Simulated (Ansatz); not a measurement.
# Phonon dispersion of MgO

Computed with DFT PBE, scalar-relativistic, plane waves, PAW (Ansatz 0.2.0). Settings: 420 eV plane-wave cutoff, Γ-centred 12×12×4 mesh, fixed occupations. No spin polarisation. Phonons by linear response, acoustic sum rule imposed.

The cell, relaxed at this level:
```yaml
crystal:
  lattice:
    - [2.98205, 0.00000, 0.00000]
    - [-1.49102, 2.58253, 0.00000]
    - [0.00000, 0.00000, 10.07872]
  atoms:
    - { symbol: Mg, position: [0.66667, 0.33333, 0.87805] }
    - { symbol: Mg, position: [0.33333, 0.66667, 0.12195] }
    - { symbol: Mg, position: [0.33333, 0.66667, 0.37805] }
    - { symbol: Mg, position: [0.66667, 0.33333, 0.62195] }
    - { symbol: O, position: [0.00000, 0.00000, 0.00000] }
    - { symbol: O, position: [0.00000, 0.00000, 0.50000] }
    - { symbol: O, position: [0.66667, 0.33333, 0.25000] }
    - { symbol: O, position: [0.33333, 0.66667, 0.75000] }
```

The structure comes from a generated guess, relaxed at this level; another structure or a mixture of phases may lie lower. The q mesh is coarse, so values between its points are rough.

Force constants from linear response on a 3×3×1 q mesh.

Path: Γ–M–K–Γ–A–L–H–A | L–M | H–K. Only the points of the 3×3×1 mesh were computed; the rest is interpolation, which is rough on so few points. On the mesh no mode is imaginary. Distance along the path (Å⁻¹), then the branches (cm⁻¹, negative for imaginary; the LO field is included):
```
0.000  0 0 0 111 111 174 174 216 216 316 316 326 329 329 346 361 361 361 365 541 566 634 667 670
0.304  69 88 134 152 175 192 220 222 248 311 322 331 344 358 358 366 370 372 384 532 543 613 639 662
0.608  142 169 182 229 235 256 283 301 309 325 332 341 352 368 377 388 401 402 435 491 505 578 585 640
0.912  205 224 230 247 256 264 337 340 341 354 356 375 378 390 405 406 412 420 454 469 497 545 555 603
1.216  236 244 249 254 258 261 338 338 363 364 364 378 389 396 408 414 418 440 445 485 531 546 550 551
1.392  236 246 260 262 269 275 340 348 362 362 366 380 384 409 409 416 420 436 442 481 527 542 543 547
1.568  237 248 278 290 294 310 343 358 360 363 372 383 391 411 414 418 434 436 442 469 515 525 532 536
1.743  241 248 301 320 321 342 348 358 360 365 377 384 399 411 414 424 436 441 464 467 500 502 514 518
1.919  246 246 315 330 335 335 363 363 364 364 373 388 394 416 416 419 442 442 474 492 492 493 496 496
2.270  221 255 277 294 301 325 339 340 359 363 373 381 395 402 408 422 429 432 444 455 482 528 533 562
2.621  161 208 211 247 256 268 306 314 316 335 349 351 355 368 395 395 396 413 444 474 494 567 574 623
2.972  80 104 142 172 189 200 225 231 256 311 326 333 345 356 365 369 373 380 387 528 537 608 633 658
3.324  0 0 0 111 111 174 174 216 216 316 316 326 329 329 346 361 361 361 365 541 566 634 667 670
3.362  9 9 22 110 110 174 174 216 216 308 316 316 329 329 354 361 361 365 365 536 568 634 667 675
3.440  27 27 66 103 103 179 179 213 213 273 317 317 328 328 362 362 365 365 385 519 581 630 668 675
3.518  45 45 92 92 110 187 187 209 209 235 319 319 326 326 362 362 364 364 416 497 594 625 670 674
3.596  62 62 78 78 152 194 195 195 202 202 322 322 324 324 363 363 364 364 445 472 606 616 672 673
3.787  82 82 100 100 175 175 202 202 211 211 324 324 333 333 365 365 369 369 457 457 607 607 665 665
4.091  143 143 179 179 220 220 234 234 278 278 330 330 372 372 375 375 393 393 444 444 570 570 634 634
4.396  204 204 216 216 244 244 320 320 341 341 362 362 370 370 391 391 418 418 445 445 526 526 603 603
4.700  241 241 242 242 258 258 348 348 352 352 365 365 397 397 405 405 421 421 469 469 527 527 565 565
4.939  246 246 249 249 264 264 349 349 356 356 366 366 396 396 407 407 421 421 478 478 537 537 547 547
5.115  246 246 265 265 287 287 351 351 358 358 377 377 395 395 408 408 431 431 467 467 527 527 540 540
5.291  248 248 290 290 318 318 355 355 360 360 389 389 394 394 418 418 443 443 455 455 509 509 526 526
5.466  250 250 313 313 326 326 357 357 377 377 390 390 398 398 417 417 441 441 475 475 490 490 510 510
5.730  248 248 304 304 326 326 356 356 366 366 387 387 406 406 419 419 431 431 466 466 493 493 523 523
6.081  225 225 250 250 282 282 330 330 354 354 374 374 383 383 396 396 426 426 439 439 514 514 581 581
6.432  164 164 188 188 230 230 258 258 291 291 339 339 372 372 375 375 406 406 439 439 559 559 626 626
6.783  86 86 107 107 176 176 202 202 215 215 324 324 336 336 365 365 371 371 456 456 605 605 662 662
6.959  246 246 246 246 260 260 349 349 355 355 366 366 396 396 407 407 420 420 479 479 539 539 548 548
7.037  242 245 247 250 260 260 344 349 354 358 362 376 388 403 403 410 412 429 470 484 536 542 547 549
7.114  239 245 248 252 259 261 341 344 356 358 369 380 385 400 406 408 412 437 459 486 533 545 548 550
7.192  237 244 249 253 258 261 339 340 358 362 371 375 390 397 406 413 414 443 447 486 532 546 549 551
7.270  236 244 249 254 258 261 338 338 363 364 364 378 389 396 408 414 418 440 445 485 531 546 550 551
7.309  250 250 319 319 322 325 358 358 376 381 393 393 403 403 403 408 446 446 480 480 483 487 505 505
7.387  249 249 318 323 323 328 358 358 373 385 385 387 397 409 409 413 444 444 480 483 483 490 503 503
7.465  247 247 316 329 329 329 359 359 372 375 375 391 392 413 413 416 443 443 476 487 487 492 501 501
7.543  246 246 315 330 334 334 361 361 367 367 373 388 394 415 415 419 442 442 474 491 491 493 497 497
```
